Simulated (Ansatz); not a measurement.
# Te2Mo: the cost of one run

Program: Ansatz 0.2.0. Level of theory: DFT PBE+D3(BJ), scalar-relativistic, plane waves, PAW. These are calculated values, not measurements.

5 further runs of the same task are left out: 3 that didn't finish, 2 set aside as unsound or not needed.

## Step 1: Starting point

Symmetry: P6_3/mmc, No. 194, hexagonal system. Conventional cell: a = 3.518 Å, b = 3.518 Å, c = 13.974 Å, α = 90.00°, β = 90.00°, γ = 120.00°. Around Te (site symmetry 3m) lie 3 Mo at 2.72 Å. Mo (site symmetry -6m2) is surrounded by 6 Te at 2.72 Å.

Structure file:

```
CELL_PARAMETERS angstrom
3.51820 0.00000 0.00000
-1.75910 3.04685 0.00000
0.00000 0.00000 13.97360
ATOMIC_POSITIONS crystal
Te 0.33333 0.66667 0.62100
Te 0.66667 0.33333 0.12100
Te 0.33333 0.66667 0.87900
Te 0.66667 0.33333 0.37900
Mo 0.33333 0.66667 0.25000
Mo 0.66667 0.33333 0.75000
```

Source of the structure: the Crystallography Open Database.

## Step 7: The grid

Atoms count from 1 in the order of the input.

The upper layer of a bilayer is slid over the lower one; relaxed at each slide: nothing; the origin of the map has Te4 above Te3; the distance between the facing planes is held at 3.83 Å.

First coordinate, slide of the upper layer along the first cell vector, from Te4 above Te3: 6 values from 0.000 to 0.833, periodic. Second coordinate, slide of the upper layer along the second cell vector, from Te4 above Te3: 6 values from 0.000 to 0.833, periodic.

Nothing else is relaxed. Points are written as (first, second).

The two vectors of the plane (Å): (3.504, 0.000, 0.000); (-1.752, 3.034, 0.000).

(The set-up runs are not shown.)

## Step 8: The run at (0/6, 0/6) of the map's two axes

File input.yaml:

```yaml
crystal:
  lattice:
    - [3.5038815618, 0.0, 0.0]
    - [-1.7519407809, 3.0344504444, 0.0]
    - [0.0, 0.0, 24.7677192917]
  atoms:
    - { symbol: Te, position: [0.3333333333, 0.6666666667, 0.1816881057] }
    - { symbol: Mo, position: [0.6666666667, 0.3333333333, 0.2550468918] }
    - { symbol: Te, position: [0.3333333333, 0.6666666667, 0.328405678] }
    - { symbol: Te, position: [0.3333333333, 0.6666666667, 0.4830424435] }
    - { symbol: Mo, position: [0.0, 1.0, 0.5564012296] }
    - { symbol: Te, position: [0.3333333333, 0.6666666667, 0.6297600158] }
basis:
  ecutwfc: 420
kpoints:
  mp_grid: { grid: [9, 9, 1] }
hamiltonian:
  xc: pbe
  pseudopotentials: { kind: paw, azcp: { folder: soft_1 } }
  dispersion: d3bj
scf:
  occupations: { method: gaussian, width: 0.05 }
output:
  forces: true
  eigenvalues: true
efield:
  axis: 3
  dipole_correction: true
  ramp_width: 0.04
```

Command:

```
$ ansatz run input.yaml --threads 1 --pin off --max-ram 3072MiB --backend cpu --events-out ev --progress --plain --runs-dir out
```

**Question.** How long does this run take on 1 thread of Arm Neoverse V1, shared host, and how much memory does it need?

About 27 s, with a peak of 0.48 GiB.
